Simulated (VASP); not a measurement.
A run of VASP 6.6.1 is set up as follows.

Contents of INCAR:

```
PREC = Accurate ; ENCUT = 520
EDIFF = 1E-6 ; ISMEAR = 0
SIGMA = 0.02 ; LREAL = F
LASPH = T ; NELM = 100
ALGO = Normal ; ISIF = 2
LWAVE = F ; LCHARG = F
MAGMOM = 0 0 0 0 0 0 ; LORBIT = 11
LSORBIT = T ; GGA_COMPAT = F
GGA = PE
```

KPOINTS

```
Automatic mesh
0
Gamma
  10 10 10
```

Contents of POSCAR:

```
AlAs                                    
1.0
   -0.0000000000      2.8330683440      2.8330683440
    2.8330683440     -0.0000000000      2.8330683440
    2.8330683440      2.8330683440      0.0000000000
  Al              As            
     1     1
Direct
     0.0000000000000000    0.0000000000000000    0.0000000000000000
     0.2500000000000000    0.2500000000000000    0.2500000000000000
```

KPOINTS_OPT

```
path GXWKGLUWLK,UX
10
line-mode
reciprocal
 0.0000000000  0.0000000000  0.0000000000  G
 0.5000000000  0.0000000000  0.5000000000  X

 0.5000000000  0.0000000000  0.5000000000  X
 0.5000000000  0.2500000000  0.7500000000  W

 0.5000000000  0.2500000000  0.7500000000  W
 0.3750000000  0.3750000000  0.7500000000  K

 0.3750000000  0.3750000000  0.7500000000  K
 0.0000000000  0.0000000000  0.0000000000  G

 0.0000000000  0.0000000000  0.0000000000  G
 0.5000000000  0.5000000000  0.5000000000  L

 0.5000000000  0.5000000000  0.5000000000  L
 0.6250000000  0.2500000000  0.6250000000  U

 0.6250000000  0.2500000000  0.6250000000  U
 0.5000000000  0.2500000000  0.7500000000  W

 0.5000000000  0.2500000000  0.7500000000  W
 0.5000000000  0.5000000000  0.5000000000  L

 0.5000000000  0.5000000000  0.5000000000  L
 0.3750000000  0.3750000000  0.7500000000  K

 0.6250000000  0.2500000000  0.6250000000  U
 0.5000000000  0.0000000000  0.5000000000  X
```

Potentials or basis: VASP PAW PBE potentials, release 64 (Al, As).

Run with:

```sh
$ cat potpaw_PBE.64/Al/POTCAR potpaw_PBE.64/As/POTCAR > POTCAR
$ mpirun -np 1 vasp_ncl > vasp.out
```

Q: Estimate the net moment.

A: 0.00 μB per cell.

Q: What does it give for the pressure?

A: 2.6 GPa.

Moments on the atoms (μB; x, y, z):
```
Al  0.00 0.00 0.00
As  0.00 0.00 0.00
```
